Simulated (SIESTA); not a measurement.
**Li2O under changes of volume**

One of the cells (8.399 Å³/atom); the others are scaled copies at fixed shape and fractional positions:

```
O Li
1.0
     0.00000    2.32685    2.32685
     2.32685    0.00000    2.32685
     2.32685    2.32685    0.00000
O Li
1 2
Direct
  0.00000 0.00000 0.00000
  0.25000 0.25000 0.25000
  0.75000 0.75000 0.75000
```

The cell comes from a database or a generator and needn't be the stable form of this composition.

```yaml
Program: SIESTA 5.4.2
Functional: PBEsol
Potentials_or_basis: PseudoDojo 0.4 standard (PBEsol files)
Basis: DZP (energy shift 0.003 Ry; two zetas on semicore shells)
Grid_cutoff: 800 Ry
Energy_shift: 0.003 Ry
k_mesh: 10 × 10 × 10
Occupations: fermi-dirac, width 0.05 eV
Spin: no spin polarisation
```

```tsv
volume (Å³/atom)	energy over the lowest point (meV/atom)	pressure (GPa)	gap on the mesh (eV)
7.895	1.80	2.7	5.05
8.063	0.00	0.8	5.01
8.231	0.06	-0.8	4.98
8.399	1.71	-2.3	4.95
8.567	4.82	-3.6	4.85
8.735	9.31	-4.9	4.71
8.903	?	?	?
```

**Question.** What does the run at 8.903 Å³/atom give?

**Answer.** Energy over the lowest point 15.09 meV/atom; pressure -6.1 GPa; gap on the mesh 4.58 eV.

Worked out: A Birch-Murnaghan fit of order 3 (a polynomial in V^(-2/3)) to the other rows has its minimum at 8.14 Å³/atom with B0 = V·E''(V) = 79 GPa and B' = 3.9. It gives 14.98 meV/atom at 8.903 Å³/atom, against the run's 15.09, and -dE/dV = -6.0 GPa, against -6.1. A parabola through the other rows of the gap, of slope -8.01 eV per unit of ln V there, extrapolates to 4.58 eV, against the run's 4.58.

Energies are extrapolated to zero smearing.

Caveats: the basis of atomic orbitals isn't converged, which shifts pressures, moduli and gaps.

A mesh can miss the band edges.
